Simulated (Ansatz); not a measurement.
## Hf under changes of volume

One of the cells (21.882 Å³/atom); the others are scaled copies at fixed shape and fractional positions:

```
Hf
1.0
     0.00000    2.22000    2.22000
     2.22000    0.00000    2.22000
     2.22000    2.22000    0.00000
Hf
1
Direct
  0.00000 0.00000 0.00000
```

This isn't the form of Hf at room conditions, which is hcp.

```yaml
Program: Ansatz 0.2.0
Functional: PBE0
Potentials_or_basis: Ansatz PAW
Cutoff: "420 eV (not typed: the program's choice for these potentials)"
k_mesh: 6 × 6 × 6
Occupations: fermi-dirac, width 0.05 eV
Spin: no spin polarisation
```

| volume (Å³/atom) | energy over the lowest point (meV/atom) | pressure (GPa) |
| --- | --- | --- |
| 20.569 | 101.49 | 12.4 |
| 21.007 | 71.97 | 9.3 |
| 21.444 | 50.61 | 6.4 |
| 21.882 | 36.94 | 3.8 |
| 22.320 | 4.47 | 2.9 |
| 22.757 | 0.00 | 0.5 |
| 23.195 | ? | ? |

Problem. What does the run at 23.195 Å³/atom give?

Solution. Energy over the lowest point 1.63 meV/atom; pressure -1.6 GPa.

The energies don't lie on one smooth curve, so no fit is given. The run at 22.320 Å³/atom lies farthest off, from a change of basis, grid or state.

Energies are extrapolated to zero smearing.

Caveats: all runs use coarse meshes; the PAW data sets come from PBE, with cores solved anew for the run's functional, which leaves a small shift of forces and pressure; the thresholds are loose for stress.
